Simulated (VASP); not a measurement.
Wanted: the native input for a VASP 6.6.1 run.

| Quantity | Value |
| --- | --- |
| Task | band structure |
| Functional | PBE |
| Potentials or basis | VASP PAW PBE potentials, release 64 (I, Na) |
| Cutoff | 500 eV |
| k mesh | 7 × 7 × 7 |
| Occupations | fermi-dirac, width 0.05 eV |
| Spin | no spin polarisation |
| Further INCAR settings | ALGO = Normal; EDIFF = 1e-07; NBANDS = 11 |

The structure of NaI lies in POSCAR:

```
NaI
1.0
    0.0000000000      3.2364000000      3.2364000000
    3.2364000000      0.0000000000      3.2364000000
    3.2364000000      3.2364000000      0.0000000000
I Na
1 1
Direct
    0.5000000000      0.5000000000      0.5000000000
    0.0000000000      0.0000000000      0.0000000000
```

One way to write it, as run:

INCAR

```
PREC = Accurate ; ENCUT = 500
EDIFF = 1E-7 ; ISMEAR = -1
SIGMA = 0.05 ; LREAL = False
LASPH = True ; NELM = 60
ALGO = Normal ; ISIF = 2
LWAVE = False ; LCHARG = False
GGA = PE ; NBANDS = 11
```

KPOINTS

```
Automatic mesh
0
Gamma
  7 7 7
```

KPOINTS_OPT

```
path GXWKGLUWLK,UX
20
line-mode
reciprocal
 0.0000000000  0.0000000000  0.0000000000  G
 0.5000000000  0.0000000000  0.5000000000  X

 0.5000000000  0.0000000000  0.5000000000  X
 0.5000000000  0.2500000000  0.7500000000  W

 0.5000000000  0.2500000000  0.7500000000  W
 0.3750000000  0.3750000000  0.7500000000  K

 0.3750000000  0.3750000000  0.7500000000  K
 0.0000000000  0.0000000000  0.0000000000  G

 0.0000000000  0.0000000000  0.0000000000  G
 0.5000000000  0.5000000000  0.5000000000  L

 0.5000000000  0.5000000000  0.5000000000  L
 0.6250000000  0.2500000000  0.6250000000  U

 0.6250000000  0.2500000000  0.6250000000  U
 0.5000000000  0.2500000000  0.7500000000  W

 0.5000000000  0.2500000000  0.7500000000  W
 0.5000000000  0.5000000000  0.5000000000  L

 0.5000000000  0.5000000000  0.5000000000  L
 0.3750000000  0.3750000000  0.7500000000  K

 0.6250000000  0.2500000000  0.6250000000  U
 0.5000000000  0.0000000000  0.5000000000  X
```

Potentials or basis: VASP PAW PBE potentials, release 64 (I, Na).

Command:

```bash
$ cat potpaw_PBE.64/I/POTCAR potpaw_PBE.64/Na/POTCAR > POTCAR
$ mpirun -np 1 vasp_std > vasp.out
```

Results of the run:

```yaml
Pressure: 0.2 GPa
Band_gap_on_the_k_mesh: 3.63 eV, direct
Band_gap_along_the_path: 3.63 eV, direct
```

Caveat: spin-orbit coupling is left out, which moves the levels of the heavy elements.

Run time: 44 s on 1 thread of Intel(R) Xeon(R) 6975P-C (Granite Rapids) (shared host), peak memory 0.22 GiB.
